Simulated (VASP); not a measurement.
MgO, 2 atoms in the cell. The structure is cubic, space group Fm-3m (No. 225). The conventional cell has a = 4.194 Å, b = 4.194 Å, c = 4.194 Å, α = 90.00°, β = 90.00°, γ = 90.00°. Mg (site symmetry m-3m) has 6 O at 2.10 Å as nearest neighbours. Around O (site symmetry m-3m) lie 6 Mg at 2.10 Å. The cell is a database's computed one.

```yaml
Program: VASP 6.6.1
Task: band structure
Functional: PBE
Potentials_or_basis: VASP PAW PBE potentials, release 64 (Mg, O)
Cutoff: 520 eV
k_mesh: 10 × 10 × 10
Occupations: gaussian, width 0.02 eV
Spin: no spin polarisation
Further_INCAR_settings: ALGO = Fast; EDIFF = 1e-07
```

Potentials or basis: VASP PAW PBE potentials, release 64 (Mg, O).

Command:

```console
$ cat potpaw_PBE.64/Mg/POTCAR potpaw_PBE.64/O/POTCAR > POTCAR
$ cp INCAR.step1 INCAR
$ cp KPOINTS.step1 KPOINTS
$ mpirun -np 1 vasp_std > vasp.out
$ cp INCAR.step2 INCAR
$ cp KPOINTS.step2 KPOINTS
$ mpirun -np 1 vasp_std > vasp.out
```

Hardware: 1 thread of Intel(R) Xeon(R) Platinum 8488C (Sapphire Rapids), on a shared host.

**Question.** How long does it take, and how much memory?

**Answer.** Run time: 9.6 s on 1 thread of Intel(R) Xeon(R) Platinum 8488C (Sapphire Rapids), on a shared host, peak memory 0.15 GiB. Counts: scf iterations 6, k points 100.
